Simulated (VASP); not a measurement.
# Cs (C2/m) in VASP: a series of runs

Aim: see how the results for Cs move with the level of theory and the settings. Levels: LDA, PBE. Tasks: single point.

All numbers are computed with VASP 6.6.1; they aren't measurements. Logs are shortened: lines on timing, memory, paths and dates and some standing lists are left out, and cuts for length are marked.

## (1) Starting point

The structure is monoclinic, space group C2/m (No. 12). The conventional cell has a = 6.038 Å, b = 8.676 Å, c = 5.110 Å, α = 90.00°, β = 120.26°, γ = 90.00°.

This isn't the form of Cs at room conditions, which is bcc.

## (2) Single point, LDA (functional lda, volume scaled by 1.04)

Contents of INCAR:

```
  PREC = Accurate
  ENCUT = 520
  EDIFF = 1E-6
  ISMEAR = -1
  SIGMA = 0.08
  LREAL = False
  LASPH = True
  NELM = 100
  ALGO = Fast
  ISIF = 2
  LWAVE = False
  LCHARG = False
  GGA = CA
  NBANDS = 10
```

Contents of KPOINTS:

```
Automatic mesh
0
Gamma
  9 9 9
```

Contents of POSCAR:

```
Cs
1.0
    3.0587393849     -4.3952192308      0.0000000000
    3.0587393849      4.3952192308      0.0000000000
   -2.6088206226      0.0000000000      4.4719711214
Cs
1
Direct
    0.0000000000      0.0000000000      0.5000000000
```

Potentials or basis: VASP PAW LDA potentials, release 64 (Cs_sv).

On the command line:

```
$ cat potpaw_LDA.64/Cs_sv/POTCAR > POTCAR
$ mpirun -np 1 vasp_std > vasp.out
```

OUTCAR:

```text
PREC = Accurate
   ENCUT = 520
   EDIFF = 1E-6
   ISMEAR = -1
   LREAL = False
   LASPH = True
   NELM = 100
   ISIF = 2
   GGA = CA

 ion  position               nearest neighbor table
   1  0.000  0.000  0.500-

  LATTYP: Found a base centered monoclinic cell.
 ALAT       =     6.1174787698
 B/A-ratio  =     1.4369381231
 C/A-ratio  =     0.8463132639
 COS(beta)  =    -0.5038956400

  Lattice vectors:

 A1 = (   3.0587393849,  -4.3952192308,   0.0000000000)
 A2 = (   3.0587393849,   4.3952192308,   0.0000000000)
 A3 = (  -2.6088206226,   0.0000000000,   4.4719711214)

Analysis of symmetry for initial positions (statically):
=====================================================================
 Subroutine PRICEL returns:
 Original cell was already a primitive cell.

 Routine SETGRP: Setting up the symmetry group for a
 base centered monoclinic supercell.

 Subroutine GETGRP returns: Found  4 space group operations
 (whereof  4 operations were pure point group operations)
 out of a pool of  4 trial point group operations.

The static configuration has the point symmetry C_2h.

Analysis of symmetry for dynamics (positions and initial velocities):
=====================================================================
 Subroutine PRICEL returns:
 Original cell was already a primitive cell.

 Routine SETGRP: Setting up the symmetry group for a
 base centered monoclinic supercell.

 Subroutine GETGRP returns: Found  4 space group operations
 (whereof  4 operations were pure point group operations)
 out of a pool of  4 trial point group operations.

The dynamic configuration has the point symmetry C_2h.

 Subroutine INISYM returns: Found  4 space group operations
 (whereof  4 operations are pure point group operations),
 and found     1 'primitive' translations

----------------------------------------------------------------------------------------

                                     Primitive cell

  volume of cell :     120.2408

  direct lattice vectors                    reciprocal lattice vectors
     3.058739385 -4.395219231  0.000000000     0.163466035 -0.113759968  0.095361431
     3.058739385  4.395219231  0.000000000     0.163466035  0.113759968  0.095361431
    -2.608820623  0.000000000  4.471971121     0.000000000  0.000000000  0.223615040

  length of vectors
     5.354795861  5.354795861  5.177303425     0.220808237  0.220808237  0.223615040

  position of ions in fractional coordinates (direct lattice)
     0.000000000  0.000000000  0.500000000

  ion indices of the primitive-cell ions
   primitive index   ion index
                 1           1

----------------------------------------------------------------------------------------

 KPOINTS: Automatic mesh

Automatic generation of k-mesh.
 Grid dimensions read from file:
 generate k-points for:    9    9    9

 Generating k-lattice:

  Cartesian coordinates                     Fractional coordinates (reciprocal lattice)
     0.018162893 -0.012639996  0.010595715     0.111111111  0.000000000 -0.000000000
     0.018162893  0.012639996  0.010595715     0.000000000  0.111111111 -0.000000000
     0.000000000  0.000000000  0.024846116     0.000000000  0.000000000  0.111111111

  Length of vectors
     0.024534249  0.024534249  0.024846116

  Shift w.r.t. Gamma in fractional coordinates (k-lattice)
     0.000000000  0.000000000  0.000000000

 Subroutine IBZKPT returns following result:
 ===========================================

 Found    205 irreducible k-points:

 Following reciprocal coordinates:
            Coordinates               Weight
  0.000000  0.000000  0.000000      1.000000
  0.111111  0.000000 -0.000000      4.000000
  0.222222  0.000000 -0.000000      4.000000
  0.333333  0.000000 -0.000000      4.000000
  0.444444  0.000000 -0.000000      4.000000
  0.111111  0.111111 -0.000000      2.000000
[... 16 lines left out ...]
 -0.333333  0.333333  0.000000      2.000000
  0.444444  0.444444 -0.000000      2.000000
 [... further k-points ...]
   k-points           NKPTS =    205   k-points in BZ     NKDIM =    205   number of bands    NBANDS=     10
   number of dos      NEDOS =    301   number of ions     NIONS =      1
   total plane-waves  NPLWV =  64000
   dimension x,y,z NGX =    40 NGY =   40 NGZ =   40
   dimension x,y,z NGXF=    80 NGYF=   80 NGZF=   80
   ions per type =               1
   NGX,Y,Z   is equivalent  to a cutoff of  12.42, 12.42, 12.84 a.u.
   NGXF,Y,Z  is equivalent  to a cutoff of  24.84, 24.84, 25.69 a.u.
 SYSTEM =  unknown system
   PREC   = accura    normal or accurate (medium, high low for compatibility)
   ISTART =      0    job   : 0-new  1-cont  2-samecut
   ICHARG =      2    charge: 1-file 2-atom 10-const
   ISPIN  =      1    spin polarized calculation?
   LNONCOLLINEAR =      F non collinear calculations
   LSORBIT =      F    spin-orbit coupling
   LASPH  =      T    aspherical Exc in radial PAW
   ENCUT  =  520.0 eV  38.22 Ry    6.18 a.u.   9.96  9.96  9.63*2*pi/ulx,y,z
   NELM   =    100;   NELMIN=  2; NELMDL= -5     # of ELM steps
   EDIFF  = 0.1E-05   stopping-criterion for ELM
   LREAL  =      F    real-space projection
   EDIFFG = 0.1E-04   stopping-criterion for IOM
   NSW    =      0    number of steps for IOM
   IBRION =     -1    ionic relax: 0-MD 1-quasi-New 2-CG
   NFREE  =      0    steps in history (QN), initial steepest desc. (CG)
   ISIF   =      2    stress and relaxation
   ISYM   =      2    0-nonsym 1-usesym 2-fastsym
   POTIM  = 0.5000    time-step for ionic-motion
   TEBEG  =    0.0;   TEEND  =   0.0 temperature during run
   PSTRESS=    0.0 pullay stress
   NELECT =       9.0000    total number of electrons
   NUPDOWN=      -1.0000    fix difference up-down
   EMIN   =  10.00;   EMAX   =-10.00  energy-range for DOS
   EFERMI =   0.00;   METHOD = LEGACY
   ISMEAR =    -1;   SIGMA  =   0.08  broadening in eV -4-tet -1-fermi 0-gaus
   EFERMI_NEDOS =   21; number of points for ismear=-14 and -15
   IALGO  =     68    algorithm
   IMIX   =      4    mixing-type and parameters
     AMIX     =   0.40;   BMIX     =  1.00
     AMIX_MAG =   1.60;   BMIX_MAG =  1.00
  volume/ion in A,a.u.               =     120.24       811.43
  Fermi-wavevector in a.u.,A,eV,Ry     =   0.689930  1.303779  6.476419  0.476003
  Thomas-Fermi vector in A             =   1.771154
   LORBIT       =      0    0 simple, 1 ext, 2 COOP (PROOUT), +10 PAW based schemes
   GGA     = CA    functional components
   LHFCALC =     F    Hartree Fock is set to
   AEXX    =    0.0000 exact exchange contribution
   IVDW    =     0    specifies the selected vdW correction
   LEPSILON=     F    determine dielectric tensor
   LRPA    =     F    only Hartree local field effects (RPA)
 non-spin polarized calculation
 RMM-DIIS sequential band-by-band and
  energy-cutoff  :      520.00
  volume of cell :      120.24
 maximum number of plane-waves:      3263
   NGX = 19   NGY = 19   NGZ = 19

 number of electron       9.0000000 magnetization

 Free energy of the ion-electron system (eV)
  ---------------------------------------------------
  ext. energy  EPLUGINS =         0.00000000
  ---------------------------------------------------
  free energy    TOTEN  =        -0.96835237 eV

  energy without entropy =       -0.94257949  energy(sigma->0) =       -0.95546593

 E-fermi :   0.1755     XC(G=0):  -5.4292

 val. band max:        0.1567445262   @ k =  -0.1111   0.4444   0.1111
 cond. band min:       0.1824843645   @ k =  -0.2222   0.1111   0.4444
 fundamental gap:      0.0257398383
 Fermi energy:         0.1755306360

 k-point     1 :       0.0000    0.0000    0.0000
  band No.  band energies     occupation
      1     -23.6794      2.00000
      2     -10.4284      2.00000
      3     -10.4188      2.00000
      4     -10.4095      2.00000
      5      -1.4565      2.00000
      6       2.3327      0.00000
      7       2.4895      0.00000
      8       2.7809      0.00000
      9       3.4086      0.00000
     10       3.6039      0.00000

 k-point     2 :       0.1111    0.0000   -0.0000
  band No.  band energies     occupation
      1     -23.6789      2.00000
      2     -10.4388      2.00000
      3     -10.4241      2.00000
      4     -10.4105      2.00000
      5      -1.3336      2.00000
      6       2.2478      0.00000
      7       2.3506      0.00000
      8       2.8359      0.00000
      9       3.4078      0.00000
     10       3.5326      0.00000

 k-point     3 :       0.2222    0.0000   -0.0000
  band No.  band energies     occupation
      1     -23.6776      2.00000
      2     -10.4706      2.00000
      3     -10.4328      2.00000
      4     -10.4118      2.00000
      5      -0.9849      2.00000
      6       1.9055      0.00000
      7       2.0603      0.00000
      8       3.1470      0.00000
      9       3.4946      0.00000
     10       3.5292      0.00000

 k-point     4 :       0.3333    0.0000   -0.0000
  band No.  band energies     occupation
      1     -23.6761      2.00000
      2     -10.5073      2.00000
      3     -10.4418      2.00000
      4     -10.4128      2.00000
      5      -0.4766      1.99942
      6       1.4355      0.00000
      7       1.8596      0.00000
      8       3.5500      0.00000
      9       3.6150      0.00000
     10       3.7803      0.00000
[... 222 lines left out ...]
 k-point    22 :      -0.4444    0.3333   -0.0000
  band No.  band energies     occupation
      1     -23.6742      2.00000
      2     -10.5284      2.00000
      3     -10.4636      2.00000
      4     -10.4142      2.00000
      5      -0.0468      1.88303
      6       1.3078      0.00000
      7       1.7762      0.00000
      8       3.2701      0.00000
      9       3.6584      0.00000
     10       3.9295      0.00000

 k-point    23 :      -0.3333    0.3333    0.0000
  band No.  band energies     occupation
      1     -23.6751      2.00000
      2     -10.5141      2.00000
      3     -10.4551      2.00000
      4     -10.4127      2.00000
      5      -0.4138      1.99874
      6       1.5280      0.00000
      7       1.9647      0.00000
      8       3.2788      0.00000
      9       3.4120      0.00000
     10       3.7840      0.00000

 k-point    24 :       0.4444    0.4444   -0.0000
  band No.  band energies     occupation
      1     -23.6736      2.00000
      2     -10.5402      2.00000
      3     -10.4696      2.00000
      4     -10.4142      2.00000
      5       0.3131      0.30382
      6       1.0701      0.00003
      7       1.6911      0.00000
      8       3.1686      0.00000
      9       3.7429      0.00000
     10       4.2945      0.00000

 [... further k-points ...]
[... 5 lines left out ...]
  --------------------------------------------------------------------------------------
  -------------------------------------------------------------------------------------
  Total       -0.2957494     -0.2807171     -0.2832093      0.0000000      0.0000000     -0.0820501
  in kB       -3.9407820     -3.7404808     -3.7736885      0.0000000      0.0000000     -1.0932953
  external PRESSURE =      -3.8183171 kB  Pullay stress =       0.0000000 kB

 VOLUME and BASIS-vectors are now :
 -----------------------------------------------------------------------------
  energy-cutoff  :      520.00
  volume of cell :      120.24
      direct lattice vectors                 reciprocal lattice vectors
     3.058739385 -4.395219231  0.000000000     0.163466035 -0.113759968  0.095361431
     3.058739385  4.395219231  0.000000000     0.163466035  0.113759968  0.095361431
    -2.608820623  0.000000000  4.471971121     0.000000000  0.000000000  0.223615040

 POSITION                                       TOTAL-FORCE (eV/Angst)
 -----------------------------------------------------------------------------------
     -1.30441      0.00000      2.23599         0.000000      0.000000      0.000000
 -----------------------------------------------------------------------------------
    total drift:                               -0.000000      0.000000      0.000000

  FREE ENERGIE OF THE ION-ELECTRON SYSTEM (eV)
  ---------------------------------------------------
  free  energy   TOTEN  =        -0.9683523741 eV

  energy  without entropy=       -0.9425794875  energy(sigma->0) =       -0.95546593
```

Wall time 97 s (1 thread of AMD EPYC 9R45 (Zen 5), shared host); peak memory 0.33 GiB.

Results:

| Property | Result |
| --- | --- |
| Free energy | -0.9684 eV |
| Pressure | -0.4 GPa |
| Band gap on the k mesh | none (metal or under the smearing width) |

Levels at points of the mesh, in eV from the Fermi level:
```tsv
k point	band 2	band 3	band 4	band 5	band 6	band 7
(0.00, 0.00, 0.00)	-10.60	-10.59	-10.59	-1.63	2.16	2.31
```

The run has no spin-orbit coupling, so splittings on Cs are missing.

## (3) Single point, PBE

Contents of INCAR:

```
SYSTEM = Cs
  ALGO = Fast
  EDIFF = 1E-7
  ENCUT = 520
  GGA = PE
  ISIF = 2
  ISMEAR = -1
  LASPH = .True.
  LCHARG = .True.
  LELF = .True.
  LREAL = .False.
  LVHAR = .True.
  LWAVE = .False.
  NBANDS = 10
  NELM = 100
  PREC = Accurate
  SIGMA = 0.08
```

Contents of KPOINTS:

```
k-points
0
Gamma
  9 9 9
  0 0 0
```

Contents of POSCAR:

```
Cs
1.0
    3.0190110000     -4.3381320000      0.0000000000
    3.0190110000      4.3381320000      0.0000000000
   -2.5749360000      0.0000000000      4.4138870000
Cs
1
Direct
    0.0000000000      0.0000000000      0.5000000000
```

Potentials or basis: VASP PAW PBE potentials, release 64 (Cs_sv).

On the command line:

```
$ cat potpaw_PBE.64/Cs_sv/POTCAR > POTCAR
$ mpirun -np 1 vasp_std > vasp.out
```

Wall time 2.2 min (1 thread of AMD EPYC 9R45 (Zen 5), shared host); peak memory 0.36 GiB.

The run converged. Its results:

```
Free energy            : -0.8592 eV
Pressure               : 0.0 GPa
Band gap on the k mesh : none (metal or under the smearing width)
```

Stress tensor (GPa, compression positive):
```
 0.01  0.00 -0.15
 0.00  0.03  0.00
-0.15  0.00  0.03
```

Levels at points of the mesh, in eV from the Fermi level:
```tsv
k point	band 1	band 2	band 3	band 4	band 5	band 6	band 7	band 8
(0.00, 0.00, 0.00)	-23.86	-10.61	-10.61	-10.60	-1.67	2.25	2.41	2.70
```

Spin-orbit coupling is left out, which matters for the levels of Cs.
